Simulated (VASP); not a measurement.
# C (P6_3/mmc) in VASP: a series of runs

The runs below take C through single point, with PBE+MBD, vdW-DF, vdW-DF2, optB88-vdW.

Program: VASP 6.6.1. These are calculated values, not measurements. Logs are shortened: lines on timing, memory, paths and dates and some standing lists are left out, and cuts for length are marked.

## (1) Starting point

The structure is hexagonal, space group P6_3/mmc (No. 194). Conventional cell: a = 2.461 Å, b = 2.461 Å, c = 6.976 Å, α = 90.00°, β = 90.00°, γ = 120.00°. Around C (site symmetry -6m2) lie 3 C at 1.42 Å. C (site symmetry -6m2) has 3 C at 1.42 Å as nearest neighbours.

The cell was built by a generator and needn't be a form met in nature.

## (2) Single point, PBE+MBD

INCAR reads:

```
PREC = Accurate
ENCUT = 520
EDIFF = 1E-6
ISMEAR = -1
SIGMA = 0.05
LREAL = False
LASPH = True
NELM = 100
ALGO = Normal
ISIF = 2
LWAVE = False
LCHARG = False
GGA = PE
IVDW = 202
NBANDS = 16
```

KPOINTS reads:

```
Automatic mesh
0
Gamma
  16 16 4
```

POSCAR reads:

```
C
1.0
    2.4610000000      0.0000000000      0.0000000000
   -1.2305000000      2.1312885187      0.0000000000
    0.0000000000      0.0000000000      6.9763200000
C
4
Direct
    0.0000000000      0.0000000000      0.2500000000
    0.3333333333      0.6666666667      0.2500000000
    0.0000000000      0.0000000000      0.7500000000
    0.6666666667      0.3333333333      0.7500000000
```

Potentials or basis: VASP PAW PBE potentials, release 64 (C).

Started as:

```
> cat potpaw_PBE.64/C/POTCAR > POTCAR
> mpirun -np 1 vasp_std > vasp.out
```

OUTCAR:

```text
PREC = Accurate
   ENCUT = 520
   EDIFF = 1E-6
   ISMEAR = -1
   LREAL = False
   LASPH = True
   NELM = 100
   ISIF = 2
   GGA = PE
   IVDW = 202
  IVDW = 202

 ion  position               nearest neighbor table
   1  0.000  0.000  0.250-   2 1.42   2 1.42   2 1.42
   2  0.333  0.667  0.250-   1 1.42   1 1.42   1 1.42
   3  0.000  0.000  0.750-   4 1.42   4 1.42   4 1.42
   4  0.667  0.333  0.750-   3 1.42   3 1.42   3 1.42

  LATTYP: Found a hexagonal cell.
 ALAT       =     2.4610000000
 C/A-ratio  =     2.8347501016

  Lattice vectors:

 A1 = (   2.4610000000,   0.0000000000,   0.0000000000)
 A2 = (  -1.2305000000,   2.1312885187,   0.0000000000)
 A3 = (   0.0000000000,   0.0000000000,   6.9763200000)

Analysis of symmetry for initial positions (statically):
=====================================================================
 Subroutine PRICEL returns:
 Original cell was already a primitive cell.

 Routine SETGRP: Setting up the symmetry group for a
 hexagonal supercell.

 Subroutine GETGRP returns: Found 24 space group operations
 (whereof 12 operations were pure point group operations)
 out of a pool of 24 trial point group operations.

The static configuration has the point symmetry D_3d.
 The point group associated with its full space group is D_6h.

Analysis of symmetry for dynamics (positions and initial velocities):
=====================================================================
 Subroutine PRICEL returns:
 Original cell was already a primitive cell.

 Routine SETGRP: Setting up the symmetry group for a
 hexagonal supercell.

 Subroutine GETGRP returns: Found 24 space group operations
 (whereof 12 operations were pure point group operations)
 out of a pool of 24 trial point group operations.

The dynamic configuration has the point symmetry D_3d.
 The point group associated with its full space group is D_6h.

 Subroutine INISYM returns: Found 24 space group operations
 (whereof 12 operations are pure point group operations),
 and found     1 'primitive' translations

----------------------------------------------------------------------------------------

                                     Primitive cell

  volume of cell :      36.5915

  direct lattice vectors                    reciprocal lattice vectors
     2.461000000  0.000000000  0.000000000     0.406338887  0.234599866  0.000000000
    -1.230500000  2.131288519  0.000000000     0.000000000  0.469199731  0.000000000
     0.000000000  0.000000000  6.976320000     0.000000000  0.000000000  0.143342049

  length of vectors
     2.461000000  2.461000000  6.976320000     0.469199731  0.469199731  0.143342049

  position of ions in fractional coordinates (direct lattice)
     0.000000000  0.000000000  0.250000000
     0.333333333  0.666666667  0.250000000
     0.000000000  0.000000000  0.750000000
     0.666666667  0.333333333  0.750000000

  ion indices of the primitive-cell ions
   primitive index   ion index
                 1           1
                 2           2
                 3           3
                 4           4

----------------------------------------------------------------------------------------

 KPOINTS: Automatic mesh

Automatic generation of k-mesh.
 Grid dimensions read from file:
 generate k-points for:   16   16    4

 Generating k-lattice:

  Cartesian coordinates                     Fractional coordinates (reciprocal lattice)
     0.025396180  0.014662492  0.000000000     0.062500000  0.000000000  0.000000000
     0.000000000  0.029324983  0.000000000     0.000000000  0.062500000  0.000000000
     0.000000000  0.000000000  0.035835512     0.000000000  0.000000000  0.250000000

  Length of vectors
     0.029324983  0.029324983  0.035835512

  Shift w.r.t. Gamma in fractional coordinates (k-lattice)
     0.000000000  0.000000000  0.000000000

 Subroutine IBZKPT returns following result:
 ===========================================

 Found     90 irreducible k-points:

 Following reciprocal coordinates:
            Coordinates               Weight
  0.000000  0.000000  0.000000      1.000000
  0.062500  0.000000  0.000000      6.000000
  0.125000  0.000000  0.000000      6.000000
  0.187500 -0.000000  0.000000      6.000000
  0.250000  0.000000  0.000000      6.000000
  0.312500 -0.000000  0.000000      6.000000
[... 16 lines left out ...]
  0.187500  0.187500  0.000000      6.000000
  0.250000  0.187500  0.000000     12.000000
 [... further k-points ...]
   k-points           NKPTS =     90   k-points in BZ     NKDIM =     90   number of bands    NBANDS=     16
   number of dos      NEDOS =    301   number of ions     NIONS =      4
   total plane-waves  NPLWV =  17496
   dimension x,y,z NGX =    18 NGY =   18 NGZ =   54
   dimension x,y,z NGXF=    36 NGYF=   36 NGZF=  108
   ions per type =               4
   NGX,Y,Z   is equivalent  to a cutoff of  12.16, 12.16, 12.87 a.u.
   NGXF,Y,Z  is equivalent  to a cutoff of  24.32, 24.32, 25.74 a.u.
 SYSTEM =  unknown system
   PREC   = accura    normal or accurate (medium, high low for compatibility)
   ISTART =      0    job   : 0-new  1-cont  2-samecut
   ICHARG =      2    charge: 1-file 2-atom 10-const
   ISPIN  =      1    spin polarized calculation?
   LNONCOLLINEAR =      F non collinear calculations
   LSORBIT =      F    spin-orbit coupling
   LASPH  =      T    aspherical Exc in radial PAW
   ENCUT  =  520.0 eV  38.22 Ry    6.18 a.u.   4.58  4.58 12.97*2*pi/ulx,y,z
   NELM   =    100;   NELMIN=  2; NELMDL= -5     # of ELM steps
   EDIFF  = 0.1E-05   stopping-criterion for ELM
   LREAL  =      F    real-space projection
   EDIFFG = 0.1E-04   stopping-criterion for IOM
   NSW    =      0    number of steps for IOM
   IBRION =     -1    ionic relax: 0-MD 1-quasi-New 2-CG
   NFREE  =      0    steps in history (QN), initial steepest desc. (CG)
   ISIF   =      2    stress and relaxation
   ISYM   =      2    0-nonsym 1-usesym 2-fastsym
   POTIM  = 0.5000    time-step for ionic-motion
   TEBEG  =    0.0;   TEEND  =   0.0 temperature during run
   PSTRESS=    0.0 pullay stress
   NELECT =      16.0000    total number of electrons
   NUPDOWN=      -1.0000    fix difference up-down
   EMIN   =  10.00;   EMAX   =-10.00  energy-range for DOS
   EFERMI =   0.00;   METHOD = LEGACY
   ISMEAR =    -1;   SIGMA  =   0.05  broadening in eV -4-tet -1-fermi 0-gaus
   EFERMI_NEDOS =   21; number of points for ismear=-14 and -15
   IALGO  =     38    algorithm
   IMIX   =      4    mixing-type and parameters
     AMIX     =   0.40;   BMIX     =  1.00
     AMIX_MAG =   1.60;   BMIX_MAG =  1.00
  volume/ion in A,a.u.               =       9.15        61.73
  Fermi-wavevector in a.u.,A,eV,Ry     =   1.242572  2.348120 21.007179  1.543984
  Thomas-Fermi vector in A             =   2.376920
   LORBIT       =      0    0 simple, 1 ext, 2 COOP (PROOUT), +10 PAW based schemes
   GGA     = PE    functional components
   LHFCALC =     F    Hartree Fock is set to
   AEXX    =    0.0000 exact exchange contribution
   IVDW    =   202    specifies the selected vdW correction
   LEPSILON=     F    determine dielectric tensor
   LRPA    =     F    only Hartree local field effects (RPA)
 non-spin polarized calculation
  energy-cutoff  :      520.00
  volume of cell :       36.59
 maximum number of plane-waves:      1006
   NGX =  9   NGY =  9   NGZ = 25

 number of electron      15.9999995 magnetization

 Free energy of the ion-electron system (eV)
  ---------------------------------------------------
  ext. energy  EPLUGINS =         0.00000000
  ---------------------------------------------------
  free energy    TOTEN  =       -36.86936024 eV

  energy without entropy =      -36.86934445  energy(sigma->0) =      -36.86935235

 E-fermi :   4.4180     XC(G=0): -10.0643

 val. band max:        4.0819906021   @ k =   0.3125   0.3125   0.0000
 cond. band min:       4.7623120328   @ k =   0.3125   0.3125   0.0000
 fundamental gap:      0.6803214307
 Fermi energy:         4.4180357451

 k-point     1 :       0.0000    0.0000    0.0000
  band No.  band energies     occupation
      1     -15.2845      2.00000
      2     -15.0645      2.00000
      3      -4.0189      2.00000
      4      -2.4154      2.00000
      5       1.3517      2.00000
      6       1.3517      2.00000
[... 8 lines left out ...]
     15      15.8149      0.00000
     16      15.9694      0.00000

 k-point     2 :       0.0625    0.0000    0.0000
  band No.  band energies     occupation
      1     -15.1912      2.00000
      2     -14.9725      2.00000
      3      -3.9055      2.00000
      4      -2.3083      2.00000
      5       0.9731      2.00000
      6       0.9916      2.00000
[... 8 lines left out ...]
     15      15.4821      0.00000
     16      15.6539      0.00000

 k-point     3 :       0.1250    0.0000    0.0000
  band No.  band energies     occupation
      1     -14.9118      2.00000
      2     -14.6970      2.00000
      3      -3.5669      2.00000
      4      -1.9888      2.00000
      5      -0.0444      2.00000
      6      -0.0118      2.00000
[... 8 lines left out ...]
     15      14.5557      0.00000
     16      14.7887      0.00000
[... 362 lines left out ...]
 k-point    23 :       0.1875    0.1875    0.0000
  band No.  band energies     occupation
      1     -12.8033      2.00000
      2     -12.6177      2.00000
      3      -4.1461      2.00000
      4      -4.1042      2.00000
      5      -2.7126      2.00000
      6      -2.6815      2.00000
[... 8 lines left out ...]
     15      16.2270      0.00000
     16      16.4045      0.00000

 k-point    24 :       0.2500    0.1875    0.0000
  band No.  band energies     occupation
      1     -11.9106      2.00000
      2     -11.7372      2.00000
      3      -5.3865      2.00000
      4      -5.3175      2.00000
      5      -3.5334      2.00000
      6      -3.4838      2.00000
[... 8 lines left out ...]
     15      16.9749      0.00000
     16      17.6577      0.00000

 [... further k-points ...]

------------------------ aborting loop because EDIFF is reached ----------------------------------------

  Hirshfeld charges:
            ion         q(e)
   ------------------------------
      1     C        0.00065174
      2     C       -0.00065174
      3     C        0.00065174
      4     C       -0.00065174

  Tkatchenko/Scheffler method for vdW energy calculation

  Edisp (eV):   -0.56052

  FORCE on cell =-STRESS in cart. coord.  units (eV):
  Direction    XX          YY          ZZ          XY          YZ          ZX
  --------------------------------------------------------------------------------------
  -------------------------------------------------------------------------------------
  Total       0.19143     0.19143    -0.11944     0.00000     0.00000     0.00000
  in kB       8.38166     8.38166    -5.22984     0.00000     0.00000     0.00000
  external pressure =        3.84 kB  Pullay stress =        0.00 kB

 VOLUME and BASIS-vectors are now :
 -----------------------------------------------------------------------------
  energy-cutoff  :      520.00
  volume of cell :       36.59
      direct lattice vectors                 reciprocal lattice vectors
     2.461000000  0.000000000  0.000000000     0.406338887  0.234599866  0.000000000
    -1.230500000  2.131288519  0.000000000     0.000000000  0.469199731  0.000000000
     0.000000000  0.000000000  6.976320000     0.000000000  0.000000000  0.143342049

 POSITION                                       TOTAL-FORCE (eV/Angst)
 -----------------------------------------------------------------------------------
      0.00000      0.00000      1.74408         0.000000     -0.000000      0.000000
     -0.00000      1.42086      1.74408        -0.000000     -0.000000     -0.000000
      0.00000      0.00000      5.23224        -0.000000      0.000000      0.000000
      1.23050      0.71043      5.23224         0.000000      0.000000     -0.000000
 -----------------------------------------------------------------------------------
    total drift:                                0.000000     -0.000000      0.000000

  FREE ENERGIE OF THE ION-ELECTRON SYSTEM (eV)
  ---------------------------------------------------
  free  energy   TOTEN  =       -37.4298786112 eV

  energy  without entropy=      -37.4298628181  energy(sigma->0) =      -37.42987071
```

Run time: 49 s. Hardware: 1 thread of AMD EPYC 9R14 (Zen 4), shared host; peak memory 0.13 GiB.

Results:

```yaml
Free_energy: -37.4299 eV
Pressure: 0.4 GPa
Band_gap_on_the_k_mesh: 0.68 eV, direct
Dispersion_energy_per_atom: -0.140 eV
```

Levels at points of the mesh, in eV from the valence-band top:
```csv
k point,band 4,band 5,band 6,band 7,band 8,band 9,band 10,band 11,band 12,band 13
"(0.00, 0.00, 0.00)",-6.50,-2.73,-2.73,-2.72,-2.72,4.26,8.64,8.64,8.68,8.68
"(0.50, 0.00, 0.00)",-12.93,-6.14,-6.10,-2.39,-1.84,1.80,2.38,7.59,7.89,11.40
"(0.00, 0.00, 0.50)",-7.37,-2.72,-2.72,-2.72,-2.72,6.61,6.61,8.66,8.66,8.66
"(0.50, 0.00, 0.50)",-12.96,-6.12,-6.12,-2.08,-2.08,1.95,1.95,7.74,7.74,12.64
```

(Part 1 of 2 ends here.)
